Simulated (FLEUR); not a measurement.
**CdTe: equation of state with PBEsol**

**What was measured.**

“Multiscale insight into the Cd1-xZnxTe vibrational-mechanical properties -- High-pressure experiments and ab initio calculations”, 2023, arxiv:2306.14539 quotes, for a powder of CdTe: bulk modulus 42 ± 2 GPa.

Crystal: CdTe.

```
Te Cd
1.0
     0.00000    3.20500    3.20500
     3.20500    0.00000    3.20500
     3.20500    3.20500    0.00000
Te Cd
1 1
Direct
  0.75000 0.75000 0.75000
  0.00000 0.00000 0.00000
```

* Program: FLEUR MaX-R8.1 (later development tree)
* Task: equation of state
* Functional: PBEsol
* Potentials or basis: all-electron
* Basis: FLAPW
* Kmax: 4.39 1/bohr
* k mesh: 7 × 7 × 7
* Occupations: fermi-dirac, width 0.05 eV
* Spin: no spin polarisation
* Gmax: 13.6 1/bohr
* Muffin-tin radii: Te 2.23, Cd 2.48 bohr
* lmax: Te 9, Cd 10
* lnonsphr: Te 9, Cd 10
* Local orbitals a species: Te 6, Cd 5

```yaml
Equilibrium_volume: 34.17 Å³/atom
Bulk_modulus: 42 GPa
Pressure_derivative_of_the_bulk_modulus: 4.7
```

Energy against volume, from the lowest point:
| volume (Å³/atom) | energy (meV/atom) |
| --- | --- |
| 30.947 | 47.57 |
| 31.605 | 28.86 |
| 32.263 | 15.36 |
| 32.922 | 6.24 |
| 33.580 | 1.26 |
| 34.239 | 0.00 |
| 34.897 | 1.88 |

A measured bulk modulus of CdTe is 42 GPa (powder; quoted in “Multiscale insight into the Cd1-xZnxTe vibrational-mechanical properties -- High-pressure experiments and ab initio calculations”, 2023, arxiv:2306.14539); the calculated 42 GPa misses it by -0.8 %. The fit is for a static lattice scaled at fixed shape and fixed fractional positions.

Spin-orbit coupling is left out, which matters for the levels of Te.
